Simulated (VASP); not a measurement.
A run of VASP 6.6.1 is set up as follows.

Contents of INCAR:

```
SYSTEM = Be
PREC = Accurate ; ENCUT = 520
EDIFF = 1E-6 ; ISMEAR = -1
SIGMA = 0.05 ; LREAL = .FALSE.
LASPH = .TRUE. ; NELM = 80
ALGO = Normal ; ISIF = 2
LWAVE = .FALSE. ; LCHARG = .FALSE.
GGA = PE ; NBANDS = 7
```

Contents of KPOINTS:

```
Automatic mesh
0
G
  15 15 15
  0 0 0
```

File POSCAR:

```
Be
1.0
   -1.2696112759      1.2696112759      1.2696112759
    1.2696112759     -1.2696112759      1.2696112759
    1.2696112759      1.2696112759     -1.2696112759
Be
1
Direct
    0.0000000000      0.0000000000      0.0000000000
```

Potentials or basis: VASP PAW PBE potentials, release 64 (Be).

Command:

```bash
$ cat potpaw_PBE.64/Be/POTCAR > POTCAR
$ mpirun -np 1 vasp_std > vasp.out
```

Problem. Predict the band gap on the k mesh.

Solution. None (metal or under the smearing width).

Problem. What does it give for the pressure?

Solution. -5.2 GPa.
